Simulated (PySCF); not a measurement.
A GIAO shielding run with PySCF 2.14.0 with density-fitted response routines (density fitting, non-relativistic, gas phase) on SMILES Nc1ccccc1, C6H7N:

```
$ OMP_NUM_THREADS=2 python probes_run.py task.json out

{"job": {"kind": "nmr", "xc": "PBE0", "basis": "pcSseg-2"}, "charge": 0, "multiplicity": 1}
N      2.300789    -0.115863     0.101230
C      0.918310    -0.047186     0.038782
C      0.248989     1.139072     0.346521
C     -1.134076     1.189086     0.337048
C     -1.884134     0.064809     0.023116
C     -1.221780    -1.115365    -0.282751
C      0.160906    -1.177014    -0.276101
H      2.723412    -0.852912    -0.438435
H      2.783734     0.761450    -0.000430
H      0.822886     2.025449     0.597664
H     -1.630775     2.122442     0.577841
H     -2.966137     0.108053     0.015862
H     -1.788663    -2.005428    -0.532159
H      0.664887    -2.108624    -0.513258
```

Hardware: 2 threads of an Intel Xeon, shared host. The job also computes population analyses, field gradients, ring-centre shieldings.

Task: How large is the calculation?

Result: 50 electrons, 350 basis functions and 903 auxiliary functions.

Task: How long does it take, and how much memory does it need?

Result: 2.7 min of wall time, with 14 SCF cycles and 5 response iterations; peak memory 2.4 GiB. Times on a shared host scatter by some tens of per cent.

Task: And these other runs on the same molecule and hardware: GIAO shielding at B97-2/pcSseg-2; GIAO shielding at KT3/pcSseg-2; GIAO shielding at wB97X-D/pcSseg-2?

Result: B97-2/pcSseg-2: 350 functions, 110 s; KT3/pcSseg-2: 350 functions, 2.4 min; wB97X-D/pcSseg-2: 350 functions, 2.5 min.
